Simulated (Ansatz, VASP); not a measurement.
**Hf: VASP beside Ansatz**

```
Hf
1.0
     2.87449    0.00000    0.00000
     0.00000    2.87449    0.00000
     0.00000    0.00000    2.87449
Hf
1
Direct
  0.00000 0.00000 0.00000
```

Alike in both runs: task single point; functional BLYP; k mesh 12 × 12 × 12; occupations fermi-dirac, width 0.1 eV; no spin polarisation.

```csv
,VASP,Ansatz
version,VASP 6.6.1,Ansatz 0.2.0
potentials or method,"VASP PAW PBE potentials, release 64 (Hf_pv)","plane waves (420 eV) with PAW, scalar-relativistic"
plane-wave cutoff (eV),520,420
valence electrons in the cell,10,26
```

|  | VASP | Ansatz | Ansatz less VASP |
| --- | --- | --- | --- |
| pressure (GPa) | 6.8 | 6.8 | 0.00 |

The two sets of potentials don't hold the same shells in valence.

Caveats: the PAW data sets were made with another functional, which shifts forces and pressure a little (VASP). Spin-orbit coupling is left out, which matters for the levels of Hf.
